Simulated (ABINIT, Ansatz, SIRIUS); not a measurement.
**Ga: 3 runs at one level of theory**

```
CELL_PARAMETERS angstrom
4.44947 0.00000 0.00000
-2.22474 3.85336 0.00000
0.00000 0.00000 2.76520
ATOMIC_POSITIONS crystal
Ga 0.33963 0.66269 0.51672
Ga 0.68236 0.34266 0.48956
```

This isn't the form of Ga at room conditions, which is orthorhombic.

Atoms were shifted at random by some hundredths of an Å from the given cell, which wasn't relaxed again for these runs.

Alike in all runs: task single point; functional PBE; k mesh 7 × 7 × 10; occupations fermi-dirac, width 0.05 eV; no spin polarisation; no spin-orbit coupling. Pressure is positive in compression and, in plane waves, holds the error of the finite cutoff, which Ansatz's Pulay term estimates and takes out.

```
                                     program and potentials  plane-wave cutoff (eV)                             notes  pressure (GPa)  largest force (eV/Å)  energy over the undisturbed cell (meV/atom)
                      Ansatz, Ansatz PAW (earlier soft set)                     420  Pulay term of +0.04 GPa included            0.16                 0.252                                         3.19
                                   ABINIT, JTH PAW PBE v2.0                     463                                 -           -0.01                 0.253                                         3.19
SIRIUS, PseudoDojo 0.4.1 PBE standard (scalar relativistic)                    1102                                 -            0.19                 0.255                                            -
```

Force on atom 1 (Ga), eV/Å:

| program and potentials | x | y | z |
| --- | --- | --- | --- |
| Ansatz, Ansatz PAW (earlier soft set) | 0.072 | 0.241 | 0.016 |
| ABINIT, JTH PAW PBE v2.0 | 0.073 | 0.242 | 0.015 |
| SIRIUS, PseudoDojo 0.4.1 PBE standard (scalar relativistic) | 0.073 | 0.244 | 0.017 |

The pressure spans -0.01 (ABINIT, JTH PAW PBE v2.0) to 0.19 GPa (SIRIUS, PseudoDojo 0.4.1 PBE standard (scalar relativistic)).

Differences between rows come from potentials, basis sets and numerical settings, since the functional is the same but for its coding. Runs on potential files found faulty are left out.
